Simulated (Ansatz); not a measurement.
# Si7Ge: straining the crystal, biaxial strain in the a-b plane

A series on Si7Ge: biaxial strain in the a-b plane, -4 to +4 %; the length and tilt of c and the atoms relax. Wanted: energy, stress and any gap along the series.

Computed with Ansatz 0.2.0 (DFT PBEsol, scalar-relativistic, plane waves, PAW, unless a step's input says otherwise).

2 further runs of the same task are left out: 2 set aside as unsound or not needed.

## (1) The starting structure

The structure is cubic, space group P-43m (No. 215). Conventional cell: a = 5.459 Å, b = 5.459 Å, c = 5.459 Å, α = 90.00°, β = 90.00°, γ = 90.00°. Around Si (site symmetry 3m) lie 3 Si at 2.36 Å and 1 Ge at 2.39 Å. Around Si (site symmetry -42m) lie 4 Si at 2.36 Å. Ge (site symmetry -43m) is surrounded by 4 Si at 2.39 Å.

As a file:

```cif
data_structure
_symmetry_space_group_name_H-M 'P-43m'
_symmetry_Int_Tables_number 215
_cell_length_a 5.4592
_cell_length_b 5.4592
_cell_length_c 5.4592
_cell_angle_alpha 90.000
_cell_angle_beta 90.000
_cell_angle_gamma 90.000
_cell_volume 162.70
loop_
_atom_site_label
_atom_site_type_symbol
_atom_site_symmetry_multiplicity
_atom_site_Wyckoff_symbol
_atom_site_fract_x
_atom_site_fract_y
_atom_site_fract_z
_atom_site_occupancy
Si1 Si 4 e 0.25260 0.25260 0.25260 1
Si2 Si 3 c 0.00000 0.50000 0.50000 1
Ge1 Ge 1 a 0.00000 0.00000 0.00000 1
```

It goes back to an entry of the Materials Project, which need not be the stable form.

It is the result of an earlier relaxation at this level (volume 20.34 Å³/atom; gap on the mesh: 0.28 eV).

## (2) The unstrained reference

input.yaml

```yaml
crystal:
  lattice:
    - [5.4591768133, 0.0, 0.0]
    - [0.0, 5.4591768133, 0.0]
    - [0.0, 0.0, 5.4591768133]
  atoms:
    - { symbol: Si, position: [0.2525976816, 0.2525976816, 0.2525976816] }
    - { symbol: Si, position: [0.0, 0.5, 0.5] }
    - { symbol: Si, position: [0.5, 0.5, 0.0] }
    - { symbol: Si, position: [0.5, 0.0, 0.5] }
    - { symbol: Si, position: [0.7474023184, 0.2525976816, 0.7474023184] }
    - { symbol: Si, position: [0.7474023184, 0.7474023184, 0.2525976816] }
    - { symbol: Si, position: [0.2525976816, 0.7474023184, 0.7474023184] }
    - { symbol: Ge, position: [0.0, 0.0, 0.0] }
basis:
  ecutwfc: 420
kpoints:
  mp_grid: { grid: [8, 8, 8] }
hamiltonian:
  xc: pbesol
scf:
  occupations: { method: gaussian, width: 0.01 }
output:
  forces: true
  stress: true
  eigenvalues: true
```

Started as:

```
$ ansatz run input.yaml --threads 2 --pin off --max-ram 5120MiB --backend cpu --events-out ev --progress --plain --runs-dir out
```

The session goes on with these runs: band edges over the zone; At -2.0 %; the gap over the whole zone at -2.0 %; At +2.0 %; seeking the band edges at +2.0 %; strain -4.0 %; strain +4.0 %.

Q: Predict the outcome of this session. Wanted: (1/V) d²E/dε² at zero strain, cubic fit; strain of the free axis c per applied strain.

As calculated:

```
                                    quantity                    value
                         largest energy cost  36.0 meV/atom at -4.0 %
     (1/V) d²E/dε² at zero strain, cubic fit                  328 GPa
strain of the free axis c per applied strain                    -0.79
```

The curvature of the energy, 328 GPa, is twice the biaxial modulus. Compression by 4 % costs 36.0 meV/atom and stretching 30.7. The free axis c moves against the applied strain (factor -0.79). The gap is closed at -4.0 %, +4.0 %.
